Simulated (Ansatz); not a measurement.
## Be2C under changes of volume

One of the cells (6.765 Å³/atom); the others are scaled copies at fixed shape and fractional positions:

```
CELL_PARAMETERS angstrom
0.00000 2.16500 2.16500
2.16500 0.00000 2.16500
2.16500 2.16500 0.00000
ATOMIC_POSITIONS crystal
C 0.00000 0.00000 0.00000
Be 0.75000 0.75000 0.75000
Be 0.25000 0.25000 0.25000
```

* Program: Ansatz 0.2.0
* Functional: PBE
* Potentials or basis: all-electron LAPW, scalar-relativistic
* Cutoff: 287 eV (chosen from the basis error)
* Basis error allowed: 0.001 eV/atom
* k mesh: 11 × 11 × 11
* Occupations: fermi-dirac, width 0.05 eV
* Spin: no spin polarisation

```csv
volume (Å³/atom),energy over the lowest point (meV/atom),pressure (GPa),gap on the mesh (eV)
6.359,15.90,13.5,1.29
6.495,6.66,8.5,1.28
6.630,1.47,3.9,1.27
6.765,0.00,-0.3,1.26
6.901,1.92,-4.2,1.25
7.036,6.94,-7.7,1.24
7.171,?,?,?
```

Task: What does the run at 7.171 Å³/atom give?

Result: Energy over the lowest point 14.79 meV/atom; pressure -10.9 GPa; gap on the mesh 1.23 eV.

Worked out: A Birch-Murnaghan fit of order 3 (a polynomial in V^(-2/3)) to the other rows has its minimum at 6.76 Å³/atom with B0 = V·E''(V) = 202 GPa and B' = 3.2. It gives 14.82 meV/atom at 7.171 Å³/atom, against the run's 14.79, and -dE/dV = -11.0 GPa, against -10.9. A straight line through the other rows of the gap, of slope -0.494 eV per unit of ln V, extrapolates to 1.23 eV, against the run's 1.23.

Energies are extrapolated to zero smearing.

Caveats: an odd mesh through Γ misses points on the zone boundary, where band edges often lie.
